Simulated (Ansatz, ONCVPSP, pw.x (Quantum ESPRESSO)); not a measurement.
## What a changed setting does to a pw.x run (fcc Li)

Potential: optimised norm-conserving Vanderbilt (ONCV), ONCVPSP 4.0.1, PBE; core none, reference 1s2 2s1; waves: 1s+2s: rc 1.35 bohr, ncon 4, nbas 7, qcut 9.1 1/bohr, 2 projectors; p scattering state at 0.33 Ha: rc 0.96 bohr, ncon 3, nbas 6, qcut 6.6 1/bohr, 2 projectors, debl 0.8 Ha; d scattering state at 0.43 Ha: rc 1.30 bohr, ncon 5, nbas 9, qcut 7.6 1/bohr, 2 projectors, debl 3.3 Ha; local part: polynomial inside 0.96 bohr (lpopt 5, dvloc0 0 Ha); core correction: none.

The reference run (k-mesh 13³, cutoffs 85/340 Ry, Fermi–Dirac 0.01 Ry, mixing_beta 0.4, conv_thr 1e-9, no spin) gives -0.03 GPa at 20.348 Å³/atom, where all-electron LAPW gives -0.05 GPa. This run, with its own iteration cap, changes ecutrho/ecutwfc to 2.

```
&control
  calculation='scf', prefix='x', pseudo_dir='./', outdir='./tmp', tstress=.true., disk_io='none'
/
&system
  ibrav=0, nat=1, ntyp=1, ecutwfc=85, ecutrho=170, nbnd=8,
  occupations='smearing', smearing='fd', degauss=0.01
/
&electrons
  conv_thr=1e-09, mixing_beta=0.4, electron_maxstep=50
/
ATOMIC_SPECIES
Li 1.0 Li.UPF
CELL_PARAMETERS angstrom
  0.00000000 2.16685863 2.16685863
  2.16685863 0.00000000 2.16685863
  2.16685863 2.16685863 0.00000000
ATOMIC_POSITIONS crystal
Li 0.0000 0.0000 0.0000
K_POINTS automatic
13 13 13 0 0 0
```

```bash
pw.x < Li.scf.in > Li.scf.out
```

Q: How does the run end?

A: It converges in 5 iterations; the free energy moves by +0.0 meV/atom and the pressure by +0.02 GPa. Below 4 the density is truncated and F is no longer variational, so a small shift in one case is no licence.

```
Message from routine set_cutoff:
     ecutrho < 4*ecutwfc, are you sure?
     Message from routine setup:
     using ibrav=0 with symmetry is DISCOURAGED, use correct ibrav instead
     lattice parameter (alat)  =       5.7909  a.u.
     unit-cell volume          =     137.3151 (a.u.)^3
     number of electrons       =         3.00
     number of Kohn-Sham states=            8
     kinetic-energy cutoff     =      85.0000  Ry
     charge density cutoff     =     170.0000  Ry
     scf convergence threshold =      1.0E-09
     Exchange-correlation= PBE
     number of k points=    84  Fermi-Dirac smearing, width (Ry)=  0.0100
     iteration #  1     ecut=    85.00 Ry     beta= 0.40
     total energy              =     -14.48624020 Ry
     estimated scf accuracy    <       0.00030986 Ry
     iteration #  2     ecut=    85.00 Ry     beta= 0.40
     total energy              =     -14.48620163 Ry
     estimated scf accuracy    <       0.00010020 Ry
     iteration #  3     ecut=    85.00 Ry     beta= 0.40
     total energy              =     -14.48620639 Ry
     estimated scf accuracy    <       0.00000091 Ry
     iteration #  4     ecut=    85.00 Ry     beta= 0.40
     total energy              =     -14.48620638 Ry
     estimated scf accuracy    <          5.3E-09 Ry
     iteration #  5     ecut=    85.00 Ry     beta= 0.40
     the Fermi energy is     0.9273 ev
!    total energy              =     -14.48620638 Ry
     estimated scf accuracy    <          4.3E-10 Ry
     smearing contrib. (-TS)   =      -0.00228358 Ry
     The total energy is F=E-TS. E is the sum of the following terms:
     one-electron contribution =      -9.74226222 Ry
     hartree contribution      =       3.67859798 Ry
     xc contribution           =      -3.38166470 Ry
     ewald contribution        =      -5.03859386 Ry
     convergence has been achieved in   5 iterations
          total   stress  (Ry/bohr**3)                   (kbar)     P=       -0.11
     Message from routine punch:
     Nothing written, as per user request (disk_io='none')
```

The run took about 5.3 s on one core of a shared host (Intel(R) Xeon(R) 6975P-C, 192 threads, 378 GiB, load 113).
